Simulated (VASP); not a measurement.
**Mg2Si: phonons with r2SCAN**

Crystal: Mg2Si.

```
Mg Si
1.0
     0.00000    3.16386    3.16386
     3.16386    0.00000    3.16386
     3.16386    3.16386    0.00000
Mg Si
2 1
Direct
  0.25000 0.25000 0.25000
  0.75000 0.75000 0.75000
  0.00000 0.00000 0.00000
```

```
Program                : VASP 6.6.1
Task                   : phonons
Functional             : r2SCAN
Potentials or basis    : VASP PAW PBE potentials, release 64 (Mg, Si)
Cutoff                 : 600 eV
k mesh                 : 10 × 10 × 10
Occupations            : gaussian, width 0.03 eV
Spin                   : no spin polarisation
By perturbation theory : no
Further INCAR settings : ALGO = Normal; EDIFF = 1e-08; IBRION = 6; POTIM = 0.015; NSW = 1
```

```yaml
Highest_phonon_frequency_at_Γ_LO-TO_splitting_left_out: 286 cm⁻¹
```

Phonon frequencies in cm⁻¹ (negative: imaginary):
```
              q point                    frequencies
(0.000, 0.000, 0.000)  0 0 0 266 266 266 286 286 286
```

It took 5.1 min on 2 MPI ranks on Intel(R) Xeon(R) 6975P-C (Granite Rapids), on a shared host, peak memory 0.37 GiB a rank.
